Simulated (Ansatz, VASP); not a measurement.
# Two plane-wave programs on SiO2

```
Si O
1.0
     4.35282    0.00000    0.00000
     0.00000    4.35282    0.00000
     0.00000    0.00000    2.45525
Si O
2 4
Cartesian
  2.1764 2.1764 1.2276
  0.0000 0.0000 0.0000
  3.0204 3.0204 0.0000
  0.8439 3.5089 1.2276
  1.3325 1.3325 0.0000
  3.5089 0.8439 1.2276
```

Change from the starting cell: strain +0.040 along x and y, -0.080 along z, atoms carried along.

Alike in both runs: task single point; functional r2SCAN; k mesh 6 × 6 × 8; occupations gaussian, width 0.05 eV; no spin polarisation.

|  | VASP | Ansatz |
| --- | --- | --- |
| version | VASP 6.6.1 | Ansatz 0.2.0 |
| potentials or method | VASP PAW PBE potentials, release 64 (Si, O) | scalar-relativistic, plane waves, PAW |
| plane-wave cutoff (eV) | 520 | 500 |
| valence electrons in the cell | 32 | 32 |

|  | VASP | Ansatz | Ansatz less VASP |
| --- | --- | --- | --- |
| gap on the k mesh at the Fermi level (eV) | 6.74 | 6.75 | +0.014 |
| least direct gap on the mesh (eV) | 6.74 | 6.75 | +0.014 |
| pressure (GPa) | 11.8 | 11.2 | -0.60 |
| largest component of the traceless stress (GPa) | 49.25 | 48.23 | -1.017 |
| rms of the force components (eV/Å) | 0.386 | 0.417 | +0.0306 |

Atom by atom the forces differ by 0.031 eV/Å (rms over components). With one functional, cell and mesh, what is left measures potentials, basis and numerics.

Caveats: the PAW data sets were made with another functional, which shifts forces and pressure a little (VASP). A k mesh can miss the band edges.
